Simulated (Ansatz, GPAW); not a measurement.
CdSe: 3 runs at one level of theory

```xyz
2
Lattice="0.0000 3.0703 3.0703 3.0703 0.0000 3.0703 3.0703 3.0703 0.0000" Properties=species:S:1:pos:R:3 pbc="T T T"
Cd    0.0000    0.0000    0.0000
Se    1.5351    1.5351    1.5351
```

The cell is a database's computed one, not the measured one.

Alike in all runs: task single point; functional PBE; k mesh 8 × 8 × 8; occupations gaussian, width 0.015 eV; no spin polarisation; no spin-orbit coupling. Pressure is positive in compression and, in plane waves, holds the error of the finite cutoff, which Ansatz's Pulay term estimates and takes out.

```csv
program and potentials,plane-wave cutoff (eV),notes,band gap (eV),pressure (GPa)
"Ansatz, Ansatz PAW",420,18 valence electrons an atom on average; Pulay term of +0.03 GPa included,0.55,1.29
"GPAW, GPAW PAW data sets (gpaw-data 1.2.1)",600,9 valence electrons an atom on average,0.54,1.07
"Ansatz, all-electron LAPW, scalar-relativistic",-,-,0.55,1.30
```

The band gap spans 0.54 (GPAW, GPAW PAW data sets (gpaw-data 1.2.1)) to 0.55 eV (Ansatz, all-electron LAPW, scalar-relativistic), with all-electron results at 0.55. The pressure spans 1.07 (GPAW, GPAW PAW data sets (gpaw-data 1.2.1)) to 1.30 GPa (Ansatz, all-electron LAPW, scalar-relativistic), with all-electron results at 1.30. Spin-orbit coupling, left out here, moves the band edges of heavy atoms.

The functional is the same throughout but for its coding, so the spread measures potentials, basis and numerics; runs on potential files found faulty are left out.
